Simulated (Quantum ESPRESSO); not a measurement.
I:

```
CELL_PARAMETERS angstrom
3.63503 -2.39502 0.00000
3.63503 2.39502 0.00000
0.00000 0.00000 9.79344
ATOMIC_POSITIONS crystal
I 0.64930 0.35070 0.38440
I 0.14930 0.85070 0.11560
I 0.35070 0.64930 0.61560
I 0.85070 0.14930 0.88440
```

Base run:

```yaml
Program: Quantum ESPRESSO 7.5
Functional: PBEsol
Potentials_or_basis: GBRV 1.5 PBEsol
Cutoff: 612 eV
Density_cutoff: 4898 eV
k_mesh: 7 × 7 × 3
Occupations: fermi-dirac, width 0.05 eV
Spin: no spin polarisation
```

Its results: band gap on the k mesh 1.28 eV, indirect (least direct gap 1.36 eV); pressure 0.1 GPa; largest force 0.788 eV/Å.

Question: The run is repeated on the same cell with these changes: functional from PBEsol to LDA; potentials or basis from GBRV 1.5 PBEsol to GBRV 1.5 LDA. What comes out?

Answer: Band gap on the k mesh 1.23 eV, indirect (least direct gap 1.31 eV); pressure -0.9 GPa; largest force 0.762 eV/Å.

Caveats: spin-orbit coupling is left out, which moves the levels of the heavy elements.

A k mesh can miss the band edges.

Not every run made on this cell is shown here.
